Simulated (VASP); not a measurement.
Set up this calculation in VASP 6.6.1, as the native input.

- Task: single point
- Functional: RPBE
- Potentials or basis: VASP PAW PBE potentials, release 64 (Al)
- Cutoff: 520 eV
- k mesh: 19 × 19 × 19
- Occupations: fermi-dirac, width 0.1 eV
- Spin: no spin polarisation
- Dipole correction: no
- Further INCAR settings: ALGO = Normal; EDIFF = 1e-06; NBANDS = 8

The structure of Al lies in POSCAR:

```
Al
1.0
    2.7393235938      0.0000000000      0.0000000000
    0.0000000000      2.7393235938      0.0000000000
    0.0000000000      0.0000000000      2.7393235938
Al
1
Direct
    0.0000000000      0.0000000000      0.0000000000
```

This isn't the form of Al at room conditions, which is fcc.

The input as run:

INCAR

```
SYSTEM = Al
PREC     = Accurate       ! precision mode
ENCUT    = 520            ! plane-wave cutoff, eV
EDIFF    = 1E-6           ! SCF threshold, eV
ISMEAR   = -1             ! smearing method
SIGMA    = 0.1            ! smearing width, eV
LREAL    = .FALSE.        ! projectors in reciprocal space
LASPH    = .TRUE.         ! aspherical terms in the spheres
NELM     = 80             ! most SCF steps
ALGO     = Normal         ! electronic algorithm
ISIF     = 2              ! what is computed and relaxed
LWAVE    = .FALSE.        ! write WAVECAR
LCHARG   = .FALSE.        ! write CHGCAR
GGA      = RP             ! functional
NBANDS   = 8              ! bands
```

KPOINTS

```
Automatic mesh
0
G
  19 19 19
  0 0 0
```

Potentials or basis: VASP PAW PBE potentials, release 64 (Al).

Launch:

```sh
$ cat potpaw_PBE.64/Al/POTCAR > POTCAR
$ mpirun -np 1 vasp_std > vasp.out
```

Results of the run:

```
Pressure               : -0.1 GPa
Band gap on the k mesh : none (metal or under the smearing width)
```

Caveat: the PAW data sets were made with another functional, which shifts forces and pressure a little.

Wall time 19 s on 1 thread of Intel(R) Xeon(R) Platinum 8175M CPU @ 2.50GHz (Skylake/Cascade Lake), with other jobs on the host, peak memory 0.14 GiB.
